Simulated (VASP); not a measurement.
Write the native input for VASP 6.6.1 that does the following.

- Task: relaxation of cell and atoms
- Functional: PBEsol
- Potentials or basis: VASP PAW PBE potentials, release 64 (Al, P)
- Cutoff: 600 eV
- k mesh: 4 × 4 × 4
- Occupations: gaussian, width 0.02 eV
- Spin: no spin polarisation
- Further INCAR settings: ALGO = Normal; EDIFF = 1e-07; IBRION = 2; EDIFFG = -0.005; NSW = 90; ISIF = 3

The structure of AlP lies in POSCAR:

```
AlP
1.0
    0.0000000000      2.7364837100      2.7364837100
    2.7364837100      0.0000000000      2.7364837100
    2.7364837100      2.7364837100      0.0000000000
Al P
1 1
Direct
    0.0000000000      0.0000000000      0.0000000000
    0.2500000000      0.2500000000      0.2500000000
```

The cell is a database's computed one.

These files were run (other wordings do the same):

INCAR

```
  ALGO = Normal
  EDIFF = 1E-7
  EDIFFG = -0.005
  ENCUT = 600
  GGA = PS
  IBRION = 2
  ISIF = 3
  ISMEAR = 0
  LASPH = True
  LCHARG = False
  LREAL = False
  LWAVE = False
  NELM = 80
  NSW = 90
  PREC = Accurate
  SIGMA = 0.02
```

KPOINTS

```
k-points
0
Gamma
  4 4 4
```

Potentials or basis: VASP PAW PBE potentials, release 64 (Al, P).

The run is started by

```sh
$ cat potpaw_PBE.64/Al/POTCAR potpaw_PBE.64/P/POTCAR > POTCAR
$ mpirun -np 1 vasp_std > vasp.out
```

Results of the run:

The relaxed volume is 20.57 Å³/atom, the relaxed cell is a = 3.875 Å, b = 3.875 Å, c = 3.875 Å, α = 60.00°, β = 60.00°, γ = 60.00° and the space group after relaxing (to 0.05 Å) is F-43m (No. 216). The energy gained by relaxing is 0.1 meV/atom and the ionic steps are 3. The pressure after relaxing is 0.0 GPa. The band gap on the k mesh is 1.43 eV, indirect (least direct gap 3.10 eV).

Caveat: the k mesh is coarse (spacing up to 0.50 Å⁻¹), so the values aren't converged; the PAW data sets were made with another functional, which shifts forces and pressure a little.

Run time: 5.7 s on 1 thread of Intel(R) Xeon(R) 6975P-C (Granite Rapids), with other jobs on the host, peak memory 0.17 GiB.
